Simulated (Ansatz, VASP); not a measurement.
# GdO in VASP and in Ansatz

Contents of POSCAR:

```
GdO
1.0
    2.8018137600      0.0000000000      0.0000000000
    0.0000000000      2.8018137600      0.0000000000
    0.0000000000      0.0000000000      2.8018137600
Gd O
1 1
Direct
    0.0000000000      0.0000000000      0.0000000000
    0.5000000000      0.5000000000      0.5000000000
```

INCAR.step1

```
PREC = Accurate
ENCUT = 520
ISMEAR = -1
SIGMA = 0.05
LREAL = False
LASPH = True
NELM = 150
ISPIN = 2
MAGMOM = 7 0
LMAXMIX = 6
LDAU = True
LDAUTYPE = 2
LDAUL = 3 -1
LDAUU = 2 0
LDAUJ = 0 0
NBANDS = 23
GGA = PE
ALGO = Normal
EDIFF = 1E-4
LWAVE = True
LCHARG = False
```

The input INCAR.step2:

```
PREC = Accurate
ENCUT = 520
EDIFF = 1E-6
ISMEAR = -1
SIGMA = 0.05
LREAL = False
LASPH = True
NELM = 150
ALGO = Normal
ISIF = 2
LWAVE = False
LCHARG = True
ISPIN = 2
MAGMOM = 7 0
LORBIT = 11
LMAXMIX = 6
LDAU = True
LDAUTYPE = 2
LDAUL = 3 -1
LDAUU = 2 0
LDAUJ = 0 0
LDAUPRINT = 1
METAGGA = R2SCAN
LMIXTAU = True
LELF = True
LVHAR = True
NBANDS = 23
ISTART = 1
```

File KPOINTS:

```
regular mesh
0
Gamma
  9 9 9
```

Contents of input.yaml:

```yaml
crystal:
  lattice:
    - [2.80181376, 0.0, 0.0]
    - [0.0, 2.80181376, 0.0]
    - [0.0, 0.0, 2.80181376]
  atoms:
    - { symbol: Gd, position: [0.0, 0.0, 0.0], spin: 7.0 }
    - { symbol: O, position: [0.5, 0.5, 0.5] }
hamiltonian:
  xc: r2scan
  pseudopotentials: { kind: paw }
  hubbard: { sites: [{ species: Gd, l: f, u_eff: 2.0 }] }
magnetization:
  spin_polarized: true
kpoints:
  mp_grid: { grid: [9, 9, 9] }
scf:
  occupations: { method: fermi_dirac, width: 0.05 }
  n_extra_bands: 6
output:
  forces: true
  stress: true
  eigenvalues: true
  dos: { projected: true, de: 0.05, nscf_kmesh: { grid: [14, 14, 14] } }
```

The cell comes from a database or a generator and needn't be the stable form of this composition.

Alike in both runs: functional r2SCAN; k mesh 9 × 9 × 9; occupations fermi-dirac, width 0.05 eV; collinear spin; Hubbard terms Gd f U = 2.0 eV.

|  | VASP | Ansatz |
| --- | --- | --- |
| version | VASP 6.6.1 | Ansatz 0.2.0 |
| potentials or method | VASP PAW PBE potentials, release 64 (Gd, O) | Ansatz PAW |
| plane-wave cutoff (eV) | 520 | 500 |
| valence electrons in the cell | 24 | 24 |
| task | single point | projected density of states |

```tsv
	VASP	Ansatz	Ansatz less VASP
gap on the k mesh at the Fermi level (eV)	none	none	-
net moment per atom (μB)	3.79	3.79	-0.002
```

The programs project onto different local orbitals, so the same U acts differently. A gap of «none» marks a metal or a gap that the smearing closes.

Caveats: spin-orbit coupling is left out, which moves the levels of the heavy elements; a cell with one magnetic atom can't hold antiferromagnetic order, which such compounds often take; the magnetic or orbital state may not be the lowest (Ansatz); the density of states is complete only up to the lowest level of the last band computed (Ansatz). The state reached can hang on the start; a lower one may exist.
